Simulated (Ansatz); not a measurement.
# Structure types of HfC compared at 47 GPa

Structure types of HfC are relaxed in primitive cells with their symmetry kept at 47 GPa, on PAW files; LAPW relaxes the small cells further and takes the PAW cell for the others (marked *). The enthalpy is E + pV at zero temperature, without zero-point motion. Only the types listed were tried, and differences under about 5 meV/atom are mesh noise. The real phase may be another.

Level of theory: DFT with PBE, scalar-relativistic, in Ansatz 0.2.0; Fermi–Dirac smearing of 0.1 eV, no spin polarisation. LAPW: all electrons, basis error target 0.5 meV/atom; PAW: frozen-core files, cutoff 420 eV.

k meshes: rocksalt 16×16×16, CsCl 14×14×14, WC 15×15×14, NiAs 10×10×6, zincblende 14×14×14.

Spin–orbit coupling is left out, which matters for the heavy atoms.

**Question.** Which type is lowest in enthalpy, and by how much?

**Answer.** rocksalt, 704 meV/atom below NiAs. The whole table:

```json
{"start type": "rocksalt", "ends as": "rocksalt, Fm-3m", "a, b, c (Å)": "4.425, 4.425, 4.425", "V (Å³/atom)": "10.83", "H − H(lowest), LAPW (meV/atom)": "0.0", "same, PAW": "0.0"}
{"start type": "CsCl", "ends as": "CsCl, Pm-3m", "a, b, c (Å)": "2.746, 2.746, 2.746", "V (Å³/atom)": "10.35", "H − H(lowest), LAPW (meV/atom)": "1227.4", "same, PAW": "1227.3"}
{"start type": "WC", "ends as": "WC, P-6m2", "a, b, c (Å)": "3.033, 3.033, 2.793", "V (Å³/atom)": "11.13", "H − H(lowest), LAPW (meV/atom)": "890.5", "same, PAW": "890.8"}
{"start type": "NiAs*", "ends as": "NiAs, P6_3/mmc", "a, b, c (Å)": "3.076, 3.076, 5.517", "V (Å³/atom)": "11.30", "H − H(lowest), LAPW (meV/atom)": "703.5", "same, PAW": "703.7"}
{"start type": "zincblende", "ends as": "zincblende, F-43m", "a, b, c (Å)": "4.705, 4.705, 4.705", "V (Å³/atom)": "13.02", "H − H(lowest), LAPW (meV/atom)": "1430.6", "same, PAW": "1431.2"}
```

**Question.** Split the lead of rocksalt over NiAs into energy and pV.

**Answer.** For NiAs less rocksalt: ΔE = +565.5 meV/atom, and p·ΔV = 47 GPa × +0.4705 Å³ × 6.242 meV/(GPa·Å³) = +138.0 meV/atom, together 703.5 meV/atom. rocksalt wins on both counts.
